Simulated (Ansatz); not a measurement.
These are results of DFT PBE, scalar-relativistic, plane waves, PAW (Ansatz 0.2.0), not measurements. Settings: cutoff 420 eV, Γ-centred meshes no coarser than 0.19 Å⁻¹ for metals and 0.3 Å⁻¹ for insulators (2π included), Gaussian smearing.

All energies are static (0 K, no zero-point motion). The comparison covers the computed candidates alone. For metals, differences of a few meV/atom aren't resolved. Compounds of this kind are mostly antiferromagnets with correlated d electrons. The runs began with parallel moments and used no Hubbard U, so such a phase can lie too high, and one that is known to be stable (NiO, say) can come out unstable. Magnetic atoms first started from parallel or listed moments, and other orders weren't tried. The functional can misorder magnetic and non-magnetic phases.

Problem. Which is lower for Co₂O, the CaCl2 or the rutile structure, and by how much?

Solution. The CaCl2 structure, by 14 meV/atom. It takes 10.3 Å³/atom against 10.6.